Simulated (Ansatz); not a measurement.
# Electron scattering at the twin(10-12) boundary in hcp Ru with Ag (substitutional), part 2 of 2

Wanted: what the twin(10-12) boundary in hcp Ru with Ag (substitutional) costs an interconnect.

Ansatz 0.2.0; Ansatz plane-wave DFT, PBE, PAW files; relaxation of a bicrystal slab with its lowest layers held; PAW set soft_1 (the session's first sound run).

So far. Step 2 (Relaxing the bicrystal): The largest force component on a free atom ends at 0.028 eV/Å, under the tolerance of 0.03, after 5 steps.

### 3. Transmission across the boundary

Bulk layers of each grain are laid under and over the relaxed boundary, and a lead is named in the middle of each, away from the free faces. The mesh across the current, 10×24, is finer than the density's, because channels open and close sharply across the zone. Energies from -0.1 to 0.1 eV in steps of 0.05 eV are too few for the program's thermal sum, so it prints no conductance; for a metal the transmission near the Fermi level serves, at a fraction of the cost.

This step: Ansatz plane-wave DFT, PBE, PAW files; ballistic transport by layer matching (Landauer), zero bias; boundary relaxed in a short slab, bulk layers laid on; PAW set soft_1 (Ansatz 0.2.0).

System of this step: twin(10-12) boundary in hcp Ru with Ag (substitutional). The cell holds 57 atoms: 56 Ru and 1 Ag. Its edges and angles: a = 6.348 Å, b = 2.706 Å, c = 53.150 Å, α = 90.0°, β = 90.0°, γ = 90.0°. It derives from Ru. Regions: lower grain, 22 atoms (22 Ru); boundary, 17 atoms (16 Ru and 1 Ag); upper grain, 18 atoms (18 Ru). Vacuum lies along c.

The input, input.yaml:

```yaml
crystal:
  lattice:
    - [6.3481279548, 0.0, 0.0]
    - [0.0, 2.7058, 0.0]
    - [0.0, 0.0, 53.1496637488]
  atoms:
    - { symbol: Ru, position: [4.837733358, -6.5833333333, 0.0752591779] }
    - { symbol: Ru, position: [4.1560563199, -7.0833333334, 0.0950847347] }
    - { symbol: Ru, position: [4.5652178008, -6.0833333333, 0.104997513] }
    - { symbol: Ru, position: [3.8835407627, -6.5833333334, 0.1248230698] }
    - { symbol: Ru, position: [4.2927022436, -5.5833333333, 0.1347358482] }
    - { symbol: Ru, position: [3.6110252055, -6.0833333334, 0.1545614049] }
    - { symbol: Ru, position: [4.0201866864, -5.0833333333, 0.1644741833] }
    - { symbol: Ru, position: [3.3385096483, -5.5833333334, 0.1842997401] }
    - { symbol: Ru, position: [3.7476711292, -4.5833333333, 0.1942125185] }
    - { symbol: Ru, position: [3.0659940911, -5.0833333334, 0.2140380752] }
    - { symbol: Ru, position: [3.475155572, -4.0833333333, 0.2239508536] }
    - { symbol: Ru, position: [2.7934785339, -4.5833333334, 0.2437764103] }
    - { symbol: Ru, position: [3.2026400148, -3.5833333333, 0.2536891887] }
    - { symbol: Ru, position: [2.5209629767, -4.0833333334, 0.2735147455] }
    - { symbol: Ru, position: [2.9301244576, -3.0833333333, 0.2834275239] }
    - { symbol: Ru, position: [2.2484474195, -3.5833333334, 0.3032530806] }
    - { symbol: Ru, position: [2.6576089004, -2.5833333333, 0.313165859] }
    - { symbol: Ru, position: [1.9759318623, -3.0833333334, 0.3329914157] }
    - { symbol: Ru, position: [2.3850933432, -2.0833333333, 0.3429041941] }
    - { symbol: Ru, position: [1.7034163051, -2.5833333334, 0.3627297509] }
    - { symbol: Ru, position: [2.112577786, -1.5833333333, 0.3726425293] }
    - { symbol: Ru, position: [1.4309007479, -2.0833333334, 0.392468086] }
    - { symbol: Ru, position: [0.8400622288, 0.9166666667, 0.4023808644] }
    - { symbol: Ru, position: [0.1583851907, 0.4166666667, 0.4222064212] }
    - { symbol: Ru, position: [0.5685965198, 0.4166666667, 0.4320552813] }
    - { symbol: Ru, position: [0.8836386489, 0.9166666667, 0.4518101972] }
    - { symbol: Ru, position: [0.2904751586, 0.9166666667, 0.4622021167] }
    - { symbol: Ru, position: [0.6078020384, 0.4166666667, 0.4820003904] }
    - { symbol: Ru, position: [0.0124450559, 0.4166666667, 0.4923036067] }
    - { symbol: Ru, position: [0.3455852868, 0.9166666667, 0.5104963327] }
    - { symbol: Ru, position: [0.7387723357, 0.9166666667, 0.5216937094] }
    - { symbol: Ag, position: [0.0874880159, 0.4166666667, 0.5446575785] }
    - { symbol: Ru, position: [0.7383592929, 0.9166666667, 0.5677057008] }
    - { symbol: Ru, position: [0.3436400633, 0.9166666667, 0.5791297554] }
    - { symbol: Ru, position: [0.011766768, 0.4166666667, 0.596838025] }
    - { symbol: Ru, position: [0.6060798262, 0.4166666667, 0.6074327182] }
    - { symbol: Ru, position: [0.2896002364, 0.9166666667, 0.6275837468] }
    - { symbol: Ru, position: [0.8841703252, 0.9166666667, 0.6372051779] }
    - { symbol: Ru, position: [0.5662573523, 0.4166666667, 0.6571608771] }
    - { symbol: Ru, position: [1.1568908769, -1.5833333334, 0.6670085843] }
    - { symbol: Ru, position: [1.838567915, -1.0833333333, 0.686834141] }
    - { symbol: Ru, position: [1.4294064341, -2.0833333334, 0.6967469194] }
    - { symbol: Ru, position: [2.1110834722, -1.5833333333, 0.7165724761] }
    - { symbol: Ru, position: [1.7019219913, -2.5833333334, 0.7264852545] }
    - { symbol: Ru, position: [2.3835990294, -2.0833333333, 0.7463108113] }
    - { symbol: Ru, position: [1.9744375485, -3.0833333334, 0.7562235897] }
    - { symbol: Ru, position: [2.6561145866, -2.5833333333, 0.7760491464] }
    - { symbol: Ru, position: [2.2469531057, -3.5833333334, 0.7859619248] }
    - { symbol: Ru, position: [2.9286301438, -3.0833333333, 0.8057874815] }
    - { symbol: Ru, position: [2.5194686629, -4.0833333334, 0.8157002599] }
    - { symbol: Ru, position: [3.201145701, -3.5833333333, 0.8355258167] }
    - { symbol: Ru, position: [2.7919842201, -4.5833333334, 0.8454385951] }
    - { symbol: Ru, position: [3.4736612582, -4.0833333333, 0.8652641518] }
    - { symbol: Ru, position: [3.0644997773, -5.0833333334, 0.8751769302] }
    - { symbol: Ru, position: [3.7461768154, -4.5833333333, 0.895002487] }
    - { symbol: Ru, position: [3.3370153345, -5.5833333334, 0.9049152653] }
    - { symbol: Ru, position: [4.0186923726, -5.0833333333, 0.9247408221] }
kpoints:
  mp_grid: { grid: [4, 9, 1] }
hamiltonian:
  xc: pbe
  pseudopotentials: { kind: paw, azcp: { folder: soft_1 } }
scf:
  occupations: { method: fermi_dirac, width: 0.1 }
output:
  transmission:
    leads: [[12, 14], [45, 47]]
    kmesh: [10, 24]
    e_range: [-0.1, 0.1]
    de: 0.05
  write_potential: true
  write_density: true
  volumetric_format: npy
  elf: true
```

Command:

```bash
> ansatz run input.yaml --threads 4 --pin off --max-ram 15360MiB --backend cpu --events-out ev --progress --plain --runs-dir out
```

Numbers of over 12 decimals in the logs are rounded to 6 here.

The program printed:

```text
[...]
Crystal: 57 atoms, lattice volume = 912.939 Å³
Basis set: ecut = 420 eV, 17897 PW (Γ)
Bands: 549, of which v1, the nominal top of the filled ones, is band 458 counted from 1 (457 counted from 0)
Symmetry: 2 space group operations
[...]
k-points: 15 of 36 (time reversal used)
[...]
SCF iter   1: F=—  HF=-336826.791364 eV  |F-HF|=—  |Δ(HF+E_count)|=         —  Δρ=1.11e-1  dr2=2.74e2  ethr=3.10e-3  ⟨swp⟩=6.6  Hψ=29540  notcnv=0  defer=1
[...]
SCF iter  13: F=-336790.658687 eV  HF=-336790.658687 eV  |F-HF|=1.10e-8  |Δ(HF+E_count)|=   6.40e-9  Δρ=8.48e-7  dr2=1.49e-8  ethr=1.09e-11  ⟨swp⟩=2.0  Hψ=14476  notcnv=0
SCF 1 converged in 13 iterations: F = -336790.658687 eV  dr2 = 1.49e-8
[...]
transmission: 578 of 5772 steps passed
transmission: 1155 of 5772 steps passed
[...]
transmission: 5772 of 5772 steps passed
WARN: The input density's exchange-correlation potential varies sharply where the density is thin. Do not read a vacuum level from v_tot or v_xc, or from such a field of the output density. On a cell that repeats whose density bears no net charge and no dipole along the vacuum's axis use v_es (v_loc + v_h of the components); under efield.dipole_correction with no amplitude use v_es + v_field, which holds any external [...]
SCF converged after 13 iterations
the last check of whether an eigenvalue changes by more than its tolerance under the output density was not made (no_room)
Free energy (F): -336790.658687 eV
[...]
Internal energy: -336788.973598 eV  (E = F + TS)
E sigma→0 (E₀):  -336789.816142 eV
Entropy (-TS):   -1.685089 eV (-29.563 meV/atom)
Fermi energy:    19.092731 eV
[...]
--- Band table (eV; the first three rows and the last of 15) ---
  k-point 0: bands = [... 454 lower, 18.6306, 18.6579, 18.7060, 18.7087, 18.7132, 18.7467, 18.8435, 18.9537, ... 87 higher]
  k-point 1: bands = [... 454 lower, 18.4205, 18.4575, 18.4960, 18.5038, 18.5614, 18.5806, 18.6127, 18.6457, ... 87 higher]
  k-point 2: bands = [... 454 lower, 18.3785, 18.4025, 18.4477, 18.4783, 18.5047, 18.5762, 18.6016, 18.6504, ... 87 higher]
  k-point 14: bands = [... 454 lower, 20.0001, 20.0152, 20.0709, 20.0990, 20.1157, 20.1578, 20.1686, 20.2064, ... 87 higher]
--- Transmission ---
  basis      : 149 plane waves across, 74 finite elements along
  points     : 78, standing for a mesh of 10 x 24
  energies   : 5 from -0.100000 to 0.100000 eV about the Fermi level, 0.050000 eV apart; the leads are filled to 0.000000 eV, and channels, transmission and decay are at 0.000000 eV
  crystal 0  : Ru4, at the sites [12, 14], period 3.1612 Å, over 19.76 Å; its Hamiltonian steps by up to 30.6 meV: too much for a lead, lay more layers or, if its atoms are ordered, name the step of that order
    offset         : up to 0.0000 Å between an atom of the period and one for which it stands
    channels       : 3.833333e0 a spin
    conductance    : none, the energies end too early or step too widely for 300 K: set another output.transmission.e_range or a lower de, or, where they end at an eighth of basis.ecutwfc, a higher one
[...]
channels       : 3.833333e0 a spin
[...]
junction   : crystal 0 to crystal 1, 14.44 to 38.70 Å
    transmission   : 1.333852e0 a spin
[...]
```

The job ended after 20 min (4 threads of Arm Neoverse V1, shared host; peak memory 10 GiB; 76 min of CPU time).

Numbers from this step:

```
free energy                                    : -336790.6587 eV
energy at zero smearing                        : -336789.8161 eV
Fermi energy                                   : 19.09 eV
cell area                                      : 17.18 Å²
transmission per spin nearest the Fermi level  : 1.334
open channels per spin nearest the Fermi level : 3.833
open channels per spin, upper lead             : 3.833
step of the lead's potential                   : 30.6 meV
step of the upper lead's potential             : 31.2 meV
```

Per spin. The transmission, zone mean by energy, zero at the Fermi level:

| energy (eV) | transmission, zone mean |
| --- | --- |
| -0.1000 | 1.43 |
| -0.0500 | 1.37 |
| 0.0000 | 1.33 |
| 0.0500 | 1.31 |
| 0.1000 | 1.39 |

Per spin. Table of open channels, zone mean by energy, zero at the Fermi level:

| energy (eV) | lead | upper lead |
| --- | --- | --- |
| -0.1000 | 3.94 | 3.96 |
| -0.0500 | 3.92 | 3.92 |
| 0.0000 | 3.83 | 3.83 |
| 0.0500 | 3.73 | 3.73 |
| 0.1000 | 3.82 | 3.82 |

Transmission over k1 and k2. At 0.0000 eV from the Fermi level.

Ten even steps from '_' (0.06) to '@' (2.89):
```
__..**++@@--@@++**..
..==++##**++**##++==
--::==++++==++++==::
..__..::--::--::..__
::++----======----++
##==--::......::--==
**++::..__..__..::++
**==--..........--==
****++::::..::::++**
%%%%**----::----**%%
@@@@##**%%**%%**##@@
@@%%####@@**@@####%%
@@@@##**%%**%%**##@@
%%%%**----::----**%%
****++::::..::::++**
**==--..........--==
**++::..__..__..::++
##==--::......::--==
::++----======----++
..__..::--::--::..__
--::==++++==++++==::
..==++##**++**##++==
__..**++@@--@@++**..
____++++@@__@@++++__
```
Columns: k1 (b1) from -0.5 to 0.4; rows upwards: k2 (b2) from -0.5 to 0.458.

Open channels over k1 and k2. At 0.0000 eV from the Fermi level.

Ten even steps from '0' (2.00) to '9' (8.00):
```
0133818331
0013515310
0011313110
0011101110
3301333103
6311111113
3511111115
3331111133
6551111155
6563111365
9865535568
9866535668
9865535568
6563111365
6551111155
3331111133
3511111115
6311111113
3301333103
0011101110
0011313110
0013515310
0133818331
0033606330
```
Columns: k1 (b1) from -0.5 to 0.4; rows upwards: k2 (b2) from -0.5 to 0.458.

Valence density in the ca plane at fractional y = 0.417, with atoms of Ru and Ag within 0.2 Å of it. It is the smooth field of the valence electrons, not physical close to the nuclei.

Ten steps, logarithmic in the rise over the least value, from '0' (0 e/Å³) to '9' (19 e/Å³), each cell a mean:
```
22111111111112468752112443211367863211111111
11121111112211245532111111111245542112211111
21121111112111222221111111111122221112211111
21111111111112232211211111111112232211111111
31111223322123564211211111122123565321223321
21111256652235787421111000111124787522356642
21111478863236887421110000011125788632478863
11112478863225776421100000001124787522478863
11111357752123454211100000001112454322357752
12211234321112222111100000011111222211234422
11111222211111111112110000011211111111112221
21112333211221111112111000111211111122112333
32123676421121111111111232111111111121124665
63225787521111122221113665311122211111136887
74225887521111245532125898521235532111136887
74224676421112468752126998521367763111124676
53212343211112578863125787411478874211112343
```
Columns run along c (16.0 Å, from fractional 0.38 to 0.68 of the cell), rows up along a (6.3 Å). Atoms in or near the plane, at fractional coordinates: Ru at (0.42, 0.16), Ru at (0.43, 0.57), Ru at (0.48, 0.61), Ru at (0.49, 0.01), Ag at (0.54, 0.09), Ru at (0.60, 0.01), Ru at (0.61, 0.61), Ru at (0.66, 0.57), Ru at (0.67, 0.16).

ELF in the ca plane at fractional y = 0.417, with atoms of Ru and Ag within 0.2 Å of it. It is the smooth field of the valence electrons, not physical close to the nuclei.

Ten even steps from '0' (0.09) to '9' (0.78), each cell a mean:
```
22333211232232367752211332122267763232332112
33222222223233235422321111123235532332322222
23222222222223223222322222223222322322222222
23223321233322232232222222222332332223322123
22223222222323554223222222222322454223222223
21222256642325776323222222222324677522246642
22221366663336667412211111122224757533366762
33222366663325776312211000112214777422476663
33232257642322443222211000112222454222257642
22223223322332212332221000122232112233223322
23223223222233212222322101233222222322222323
23322233233222222222322111233222222222322332
22323565323233221233321222123332122322323665
53225767522223211223212454223322113322225767
74335767522222235422214686312234432222226767
74223676312221367752124797411257762122224675
42232232232222475662113565311376673222222332
```
Columns run along c (16.0 Å, from fractional 0.38 to 0.68 of the cell), rows up along a (6.3 Å). Atoms in or near the plane, at fractional coordinates: Ru at (0.42, 0.16), Ru at (0.43, 0.57), Ru at (0.48, 0.61), Ru at (0.49, 0.01), Ag at (0.54, 0.09), Ru at (0.60, 0.01), Ru at (0.61, 0.61), Ru at (0.66, 0.57), Ru at (0.67, 0.16).

Electrostatic potential energy in the ca plane at fractional y = 0.417, with atoms of Ru and Ag within 0.2 Å of it. With pseudopotentials it is smooth inside the atoms' cores, unlike the true potential.

Ten even steps from '0' (-74 eV) to '9' (23 eV), each cell a mean:
```
89999999999999730158999778999841038999999999
99999999999999875689999999999975579999999999
99999999999999998999999999999998899999999999
89999999999999889999999999999999989999999999
89999988889997546899999999999998656899988899
89999853368985102799999999999996201589853369
99999720037983001699999999999985000489720038
99999720037985113799999999999996202689720038
99999852258998667999999999999998756899842258
99999987789999999999999999999999999999987789
99999999999999999999999999999999999999999999
99999878999999999999999999999999999999999878
89997424799999999999999889999999999999997435
47985101589999999999998767899999999999984001
16985001589999875689997776799976579999984001
26997324799999730158986787799841148999996324
58999878999999610038997666799720027999999778
```
Columns run along c (16.0 Å, from fractional 0.38 to 0.68 of the cell; values clipped at the 3rd and 97th percentile), rows up along a (6.3 Å). Atoms in or near the plane, at fractional coordinates: Ru at (0.42, 0.16), Ru at (0.43, 0.57), Ru at (0.48, 0.61), Ru at (0.49, 0.01), Ag at (0.54, 0.09), Ru at (0.60, 0.01), Ru at (0.61, 0.61), Ru at (0.66, 0.57), Ru at (0.67, 0.16).

Over the solved energies the transmission per spin lies between 1.31 and 1.43, out of 3.85 channels of the lead on average (up to 3.94). The log calls the step of a lead's potential too much.

### 4. Specific resistance

This step: Ansatz plane-wave DFT, PBE, PAW files; ballistic transport by layer matching (Landauer), zero bias; specific resistance of the boundary; PAW set soft_1 (Ansatz 0.2.0).

Numbers from this step:

| Item | Value |
| --- | --- |
| area resistance | 1.046 fΩ m² |
| T over the leads' mean channel count | 0.3551 |

Averaged over the energies near the Fermi level, 35.5 % of the channels pass, which makes 1.05 fΩ m².

By hand, with T and the leads' channels N averaged over the energies near the Fermi level: RA = A (h/2e²)(1/T − ½[1/N₁ + 1/N₂]) = 17.18×10⁻²⁰ m² × 12 906 Ω × (1/1.367 − ½[1/3.848 + 1/3.851]) = 1.05 fΩ m².

### 5. Outcome

- specific resistance of the boundary: 1.05 fΩ m²
- share of channels that pass: 0.355

**Reading.** The boundary has a specific resistance of 1.0 fΩ m². The boundary reflects 64 % of the channels; 1.0 fΩ m² is 10×10⁻¹² Ω·cm². One Ag in 17.2 Å² of boundary is a high coverage. Each plane of this narrow cell holds one atom, so the solute fills a whole plane. One starting structure was relaxed; another shift or atom count at the boundary may lie lower. A lead's potential steps by up to 31 meV from period to period, which the log calls too much, so longer leads could move the result.

[Logs are printed without paths, hosts, clocks, repeated set-up lines and the standing remarks that a program may print on its own settings, such as how far it seeks lower states.]

[Hosts, paths, dates, database ids (printed as entryN), source tags and the programs' standing remarks are cut or masked in the printed files.]
